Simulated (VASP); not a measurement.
# SnSe (I4/mmm) in VASP: further runs, part 2 of 2

VASP 6.6.1. The steps go on from the part before.

## Step 3: Single point, r2SCAN (biaxial_xy strain +2.9%)

Input file POSCAR:

```
SnSe
1.0
    0.0000000000      3.0888742215      3.0021131514
    3.0888742215      0.0000000000      3.0021131514
    3.0888742215      3.0888742215      0.0000000000
Sn Se
1 1
Direct
    0.0000000000      0.0000000000      0.0000000000
    0.5000000000      0.5000000000      0.5000000000
```

Input file INCAR.step1:

```
SYSTEM = SnSe
PREC = Accurate
ENCUT = 520
ISMEAR = -1
SIGMA = 0.02
LREAL = .False.
LASPH = .True.
NELM = 100
NBANDS = 17
GGA = PE
ALGO = Normal
EDIFF = 1E-4
LWAVE = .True.
LCHARG = .False.
```

Input file INCAR.step2:

```
SYSTEM = SnSe
PREC = Accurate
ENCUT = 520
EDIFF = 1E-6
ISMEAR = -1
SIGMA = 0.02
LREAL = .False.
LASPH = .True.
NELM = 100
ALGO = Normal
ISIF = 2
LWAVE = .False.
LCHARG = .False.
METAGGA = R2SCAN
LMIXTAU = .True.
NBANDS = 17
ISTART = 1
```

Input file KPOINTS:

```
Automatic mesh
0
Gamma
  8 8 8
  0 0 0
```

Potentials or basis: VASP PAW PBE potentials, release 64 (Sn_d, Se).

Started as:

```sh
$ cat potpaw_PBE.64/Sn_d/POTCAR potpaw_PBE.64/Se/POTCAR > POTCAR
$ cp INCAR.step1 INCAR
$ mpirun -np 1 vasp_std > vasp.out
$ cp INCAR.step2 INCAR
$ mpirun -np 1 vasp_std > vasp.out
```

OUTCAR:

```text
SYSTEM = SnSe
   PREC = Accurate
   ENCUT = 520
   EDIFF = 1E-6
   ISMEAR = -1
   LREAL = .False.
   LASPH = .True.
   NELM = 100
   ISIF = 2
   METAGGA = R2SCAN
   ISTART = 1

 ion  position               nearest neighbor table
   1  0.000  0.000  0.000-   2 3.00   2 3.00   2 3.09   2 3.09   2 3.09   2 3.09
   2  0.500  0.500  0.500-   1 3.00   1 3.00   1 3.09   1 3.09   1 3.09   1 3.09

  LATTYP: Found a body centered tetragonal cell.
 ALAT       =     4.3683278165
 C/A-ratio  =     1.3744907789

  Lattice vectors:

 A1 = (   0.0000000000,  -3.0888742215,  -3.0021131514)
 A2 = (   0.0000000000,   3.0888742215,  -3.0021131514)
 A3 = (   3.0888742215,   0.0000000000,   3.0021131514)

Analysis of symmetry for initial positions (statically):
=====================================================================
 Subroutine PRICEL returns:
 Original cell was already a primitive cell.

 Routine SETGRP: Setting up the symmetry group for a
 body centered tetragonal supercell.

 Subroutine GETGRP returns: Found 16 space group operations
 (whereof 16 operations were pure point group operations)
 out of a pool of 16 trial point group operations.

The static configuration has the point symmetry D_4h.

Analysis of symmetry for dynamics (positions and initial velocities):
=====================================================================
 Subroutine PRICEL returns:
 Original cell was already a primitive cell.

 Routine SETGRP: Setting up the symmetry group for a
 body centered tetragonal supercell.

 Subroutine GETGRP returns: Found 16 space group operations
 (whereof 16 operations were pure point group operations)
 out of a pool of 16 trial point group operations.

The dynamic configuration has the point symmetry D_4h.

 Subroutine INISYM returns: Found 16 space group operations
 (whereof 16 operations are pure point group operations),
[... 112 lines left out ...]
   EFERMI_NEDOS =   21; number of points for ismear=-14 and -15
   IALGO  =     38    algorithm
   IMIX   =      4    mixing-type and parameters
     AMIX     =   0.40;   BMIX     =  1.00
     AMIX_MAG =   1.60;   BMIX_MAG =  1.00
  volume/ion in A,a.u.               =      28.64       193.30
  Fermi-wavevector in a.u.,A,eV,Ry     =   1.152743  2.178368 18.079631  1.328815
  Thomas-Fermi vector in A             =   2.289391
   LORBIT       =      0    0 simple, 1 ext, 2 COOP (PROOUT), +10 PAW based schemes
   METAGGA = R2SCAN    functional components
   LHFCALC =     F    Hartree Fock is set to
   AEXX    =    0.0000 exact exchange contribution
   IVDW    =     0    specifies the selected vdW correction
   LEPSILON=     F    determine dielectric tensor
   LRPA    =     F    only Hartree local field effects (RPA)
 non-spin polarized calculation
  energy-cutoff  :      520.00
  volume of cell :       57.29
 maximum number of plane-waves:      1572
   NGX = 17   NGY = 17   NGZ = 17

 number of electron      19.9999993 magnetization

 Free energy of the ion-electron system (eV)
  ---------------------------------------------------
  ext. energy  EPLUGINS =         0.00000000
  ---------------------------------------------------
  free energy    TOTEN  =       -39.84669498 eV

  energy without entropy =      -39.84668815  energy(sigma->0) =      -39.84669157

 E-fermi :   5.3193     XC(G=0):  -9.9496

 val. band max:        5.1885681248   @ k =   0.5000   0.0000   0.0000
 cond. band min:       5.4499968739   @ k =   0.5000   0.0000   0.0000
 fundamental gap:      0.2614287491
 Fermi energy:         5.3192825351

 k-point     1 :       0.0000    0.0000    0.0000
  band No.  band energies     occupation
      1     -17.4033      2.00000
      2     -17.4031      2.00000
      3     -17.3929      2.00000
      4     -17.3929      2.00000
      5     -17.3897      2.00000
      6      -9.2204      2.00000
[... 457 lines left out ...]
      4     -17.3894      2.00000
      5     -17.3841      2.00000
      6      -8.5546      2.00000
[... 9 lines left out ...]
     16      14.6066      0.00000
     17      16.4868      0.00000

 [... further k-points ...]

------------------------ aborting loop because EDIFF is reached ----------------------------------------

  FORCE on cell =-STRESS in cart. coord.  units (eV):
  Direction    XX          YY          ZZ          XY          YZ          ZX
  --------------------------------------------------------------------------------------
  -------------------------------------------------------------------------------------
  Total       -1.1931972     -1.1931972     -0.1536415      0.0000000      0.0000000     -0.0000000
  in kB      -33.3707005    -33.3707005     -4.2969622      0.0000000      0.0000000     -0.0000000
  external PRESSURE =     -23.6794544 kB  Pullay stress =       0.0000000 kB

 VOLUME and BASIS-vectors are now :
 -----------------------------------------------------------------------------
  energy-cutoff  :      520.00
  volume of cell :       57.29
      direct lattice vectors                 reciprocal lattice vectors
     0.000000000  3.088874221  3.002113151    -0.161871272  0.161871272  0.166549352
     3.088874221  0.000000000  3.002113151     0.161871272 -0.161871272  0.166549352
     3.088874221  3.088874221  0.000000000     0.161871272  0.161871272 -0.166549352

 POSITION                                       TOTAL-FORCE (eV/Angst)
 -----------------------------------------------------------------------------------
      0.00000      0.00000      0.00000         0.000000     -0.000000      0.000000
      3.08887      3.08887      3.00211        -0.000000      0.000000      0.000000
 -----------------------------------------------------------------------------------
    total drift:                                0.000000     -0.000000     -0.000000

  FREE ENERGIE OF THE ION-ELECTRON SYSTEM (eV)
  ---------------------------------------------------
  free  energy   TOTEN  =       -39.8466949777 eV

  energy  without entropy=      -39.8466881545  energy(sigma->0) =      -39.84669157
```

OUTCAR.step1:

```text
SYSTEM = SnSe
   PREC = Accurate
   ENCUT = 520
   ISMEAR = -1
   LREAL = .False.
   LASPH = .True.
[... 702 lines left out ...]
      0.00000      0.00000      0.00000        -0.000000      0.000000      0.000000
      3.08887      3.08887      3.00211         0.000000     -0.000000     -0.000000
 -----------------------------------------------------------------------------------
    total drift:                                0.000000     -0.000000     -0.000000

  FREE ENERGIE OF THE ION-ELECTRON SYSTEM (eV)
  ---------------------------------------------------
  free  energy   TOTEN  =        -8.2047908677 eV

  energy  without entropy=       -8.2047905322  energy(sigma->0) =       -8.20479070
```

Run time: 1.9 min. Hardware: 1 thread of Intel Xeon Platinum 8488C (Sapphire Rapids), shared host; peak memory 0.21 GiB.

Results:

| Item | Value |
| --- | --- |
| Free energy | -39.8467 eV |
| Pressure | -2.4 GPa |
| Band gap on the k mesh | 0.26 eV, direct |

Stress tensor (GPa, compression positive):
```
-3.34  0.00  0.00
 0.00 -3.34  0.00
 0.00  0.00 -0.43
```

Levels at points of the mesh, in eV from the valence-band top:
| k point | band 6 | band 7 | band 8 | band 9 | band 10 | band 11 | band 12 | band 13 | band 14 | band 15 |
| --- | --- | --- | --- | --- | --- | --- | --- | --- | --- | --- |
| (0.00, 0.00, 0.00) | -14.41 | -5.44 | -2.70 | -2.42 | -2.42 | 3.92 | 3.92 | 4.61 | 6.02 | 6.02 |
| (0.50, 0.00, 0.00) | -13.54 | -8.35 | -2.27 | -2.23 | 0.00 | 0.26 | 1.07 | 1.23 | 8.40 | 10.11 |
| (0.50, 0.50, 0.00) | -13.22 | -6.44 | -5.67 | -3.92 | -3.92 | 3.19 | 5.06 | 5.06 | 6.08 | 10.46 |
| (0.50, 0.00, 0.50) | -13.32 | -6.33 | -5.60 | -4.03 | -3.70 | 3.29 | 4.86 | 5.57 | 5.67 | 10.37 |

Caveat: the PAW data sets were made with another functional, which shifts forces and pressure a little; spin-orbit coupling is left out, which moves the levels of the heavy elements. A k mesh can miss the band edges.
